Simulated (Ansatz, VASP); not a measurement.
Ga in VASP and in Ansatz

```
CELL_PARAMETERS angstrom
1.45000 -4.06500 0.00000
1.45000 4.06500 0.00000
0.00000 0.00000 3.17000
ATOMIC_POSITIONS crystal
Ga 0.86700 0.13300 0.25000
Ga 0.13300 0.86700 0.75000
```

Alike in both runs: task single point; functional LDA; k mesh 12 × 12 × 10; occupations fermi-dirac, width 0.08 eV; no spin polarisation.

|  | VASP | Ansatz |
| --- | --- | --- |
| version | VASP 6.6.1 | Ansatz 0.2.0 |
| potentials or method | VASP PAW LDA potentials, release 64 (Ga_d), cutoff 520 eV | all-electron LAPW, scalar-relativistic |

Ansatz gave:

| Item | Value |
| --- | --- |
| pressure (GPa) | -3.8 |
| largest component of the traceless stress (GPa) | 2.05 |
| rms of the force components (eV/Å) | 0.102 |

Problem. Estimate VASP's values.

Solution. Pressure (GPa): -3.7; largest component of the traceless stress (GPa): 2.06; rms of the force components (eV/Å): 0.105.

Atom by atom the forces differ by 0.002 eV/Å (rms over components). Ansatz ran all-electron here, so the differences hold the error of VASP's frozen core and of both bases.
